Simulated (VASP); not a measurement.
## A VASP 6.6.1 single-point calculation on MgO

INCAR

```
NELM = 120
IBRION = -1
NBANDS = 11
LREAL = .FALSE.
LWAVE = .FALSE.
LCHARG = .FALSE.
PREC = Medium
EDIFF = 1E-7
ISIF = 2
LASPH = .TRUE.
ENCUT = 520
GGA = PE
SIGMA = 0.02
NSW = 0
ISMEAR = -1
```

KPOINTS

```
KPOINTS created by Atomic Simulation Environment
0
Gamma
10 10 10
0 0 0
```

POSCAR

```
Mg O
 1.0000000000000000
     0.0000000000000000    2.4184696010000000    2.4184696010000000
     2.4184696010000000    0.0000000000000000    2.4184696010000000
     2.4184696010000000    2.4184696010000000    0.0000000000000000
 Mg  O
   1   1
Cartesian
  0.0000000000000000  0.0000000000000000  0.0000000000000000
  1.2092348005000000  1.2092348005000000  1.2092348005000000
```

The recommended PBE PAW datasets give the neutral cell 8 valence electrons.

Command

```
mpirun -np 1 vasp_std
```

**Question.** Predict the outcome of this run.

**Answer.** It converged. Results: gap between bands v and c on the k mesh 2.73 eV; least direct gap on the k mesh 2.73 eV; pressure -12.6 GPa. Band v is the last that the valence electrons fill when counted band by band, and c is the next.

OSZICAR

```
N       E                     dE             d eps       ncg     rms          rms(c)
DAV:   1     0.196387191514E+02    0.19639E+02   -0.42091E+03  1090   0.617E+02
DAV:   2    -0.125885480975E+02   -0.32227E+02   -0.31190E+02  1189   0.133E+02
DAV:   3    -0.136788362910E+02   -0.10903E+01   -0.10894E+01  1272   0.240E+01
DAV:   4    -0.136825088846E+02   -0.36726E-02   -0.36725E-02  1148   0.161E+00
DAV:   5    -0.136825258537E+02   -0.16969E-04   -0.16969E-04  1234   0.106E-01    0.819E+00
DAV:   6    -0.116044974006E+02    0.20780E+01   -0.15303E+01  1154   0.192E+01    0.326E+00
DAV:   7    -0.115426510701E+02    0.61846E-01   -0.30272E-01  1085   0.344E+00    0.155E+00
DAV:   8    -0.115350246285E+02    0.76264E-02   -0.69623E-02  1106   0.273E+00    0.406E-01
DAV:   9    -0.115335503618E+02    0.14743E-02   -0.20401E-03  1165   0.353E-01    0.158E-01
DAV:  10    -0.115338918676E+02   -0.34151E-03   -0.72683E-04  1139   0.174E-01    0.176E-02
DAV:  11    -0.115338918540E+02    0.13530E-07   -0.40234E-05  1208   0.336E-02    0.113E-02
DAV:  12    -0.115338933779E+02   -0.15239E-05   -0.51436E-06  1127   0.150E-02    0.163E-03
DAV:  13    -0.115338933299E+02    0.48048E-07   -0.39067E-07  1193   0.292E-03
   1 F= -.11533893E+02 E0= -.11533893E+02  d E =-.128728E-11
```

Standard output (part)

```
POSCAR found type information on POSCAR MgO
 POSCAR found :  2 types and       2 ions
 LDA part: xc-table for (Slater+PW92), standard interpolation
 POSCAR, INCAR and KPOINTS ok, starting setup
 WAVECAR not read
 entering main loop
```

For comparison, a separate PBE run of the intended cell, on usual settings and not on those above, gives a gap of 2.73 eV on its mesh and a pressure of -12.6 GPa.
